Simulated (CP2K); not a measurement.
# CuO under changes of volume

One of the cells (10.729 Å³/atom); the others are scaled copies at fixed shape and fractional positions:

```
CELL_PARAMETERS angstrom
2.87950 0.00000 0.00000
0.03907 2.87928 0.00000
0.01750 0.01724 5.17634
ATOMIC_POSITIONS crystal
Cu 0.00000 0.50000 0.00000
Cu 0.50000 0.00000 0.50000
O 0.99842 0.00167 0.74989
O 0.00158 0.99833 0.25011
```

The cell comes from a database or a generator and needn't be the stable form of this composition.

```yaml
Program: CP2K 2026.2
Functional: PBEsol
Potentials_or_basis: POTENTIAL_UZH Cu GTH-PBE-q11, O GTH-PBE-q6; TZVP-MOLOPT-PBE-GTH basis
Density_cutoff: 8163 eV
k_mesh: 9 × 9 × 5
Occupations: fermi-dirac, width 0.05 eV
Spin: no spin polarisation
```

```csv
volume (Å³/atom),energy over the lowest point (meV/atom),pressure (GPa),largest force (eV/Å)
10.085,31.19,14.6,0.058
10.300,14.96,9.8,0.062
10.515,4.82,5.5,0.065
10.729,0.00,1.6,0.050
10.944,?,?,?
11.158,4.66,-4.8,0.055
11.373,13.03,-7.6,0.057
```

Question: What does the run at 10.944 Å³/atom give?

Answer: Energy over the lowest point 0.16 meV/atom; pressure -1.8 GPa; largest force 0.052 eV/Å.

Worked out: A Birch-Murnaghan fit of order 3 (a polynomial in V^(-2/3)) to the other rows has its minimum at 10.83 Å³/atom with B0 = V·E''(V) = 174 GPa and B' = 4.4 at fixed shape and positions, which overstates the stiffness. It gives 0.16 meV/atom at 10.944 Å³/atom, against the run's 0.16, and -dE/dV = -1.8 GPa, against -1.8.

Energies are extrapolated to zero smearing.

Caveats: the potentials were made for another functional, which shifts forces and pressure; the basis of atomic orbitals isn't converged, which shifts pressures, moduli and gaps; the run has no spin polarisation, though such a crystal can be magnetic.
